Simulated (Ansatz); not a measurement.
## CaO: all-electron results

```xyz
2
Lattice="0.0000 2.6218 2.6218 2.6218 0.0000 2.6218 2.6218 2.6218 0.0000" Properties=species:S:1:pos:R:3 pbc="T T T"
Ca    0.0000    0.0000    0.0000
O     1.3109    1.3109    1.3109
```

Atoms are numbered in the order listed.

The structure comes from a relaxation in the same program, started in the zincblende type, and has space group F-43m. Whether it is a known phase or the ground state wasn't checked.

Methods: DFT, PBE, all-electron LAPW, scalar-relativistic (Ansatz 0.2.0); DFT, PBE, PAW with Ansatz's default frozen-core files, scalar-relativistic (Ansatz 0.2.0).

For LAPW: a Γ-centred 11×11×11 k mesh, Fermi–Dirac smearing of 0.05 eV, basis error target 0.25 meV/atom, no spin polarisation. PAW takes a cutoff of 420 eV at this cell. The Ansatz runs share mesh, smearing and spin set-up. Values come from LAPW unless marked.

```
Band gap                                                                                                               : 3.27 eV, indirect from X (-0.5, -0.5, 0) to Γ
Smallest direct gap on the path                                                                                        : 3.86 eV
Löwdin charges (with 0.32 e of the cell spilling out of the atomic basis, so their sizes and signs hang on that basis) : Ca1 1.65, O2 -1.33 e
Bader charges (from the PAW run)                                                                                       : Ca1 +1.48, O2 -1.48 e
Volume per atom                                                                                                        : 18.02 Å³
Pressure at this cell                                                                                                  : 0.00 GPa
```
